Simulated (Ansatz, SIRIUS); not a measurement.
# ZrS: programs and potentials compared

```xyz
2
Lattice="0.0000 2.6250 2.6250 2.6250 0.0000 2.6250 2.6250 2.6250 0.0000" Properties=species:S:1:pos:R:3 pbc="T T T"
Zr    0.0000    0.0000    0.0000
S     2.6250    2.6250    2.6250
```

Alike in all runs: task single point; functional PBEsol; k mesh 9 × 9 × 9; occupations fermi-dirac, width 0.05 eV; no spin polarisation; no spin-orbit coupling. Pressure is positive in compression and, in plane waves, holds the error of the finite cutoff, which Ansatz's Pulay term estimates and takes out.

```
                                        program and potentials  plane-wave cutoff (eV)                                                                                   notes  pressure (GPa)
                                            Ansatz, Ansatz PAW                     420  potentials made for PBE, which Ansatz adapts in part; Pulay term of +0.02 GPa included           -6.48
                Ansatz, all-electron LAPW, scalar-relativistic                       -                                                                                       -           -6.44
SIRIUS, PseudoDojo 0.4.1 PBEsol standard (scalar relativistic)                     915                                                                                       -           -6.37
```

The pressure spans -6.48 (Ansatz, Ansatz PAW) to -6.37 GPa (SIRIUS, PseudoDojo 0.4.1 PBEsol standard (scalar relativistic)), with all-electron results at -6.44.

The functional is the same throughout but for its coding, so the spread measures potentials, basis and numerics; runs on potential files found faulty are left out.
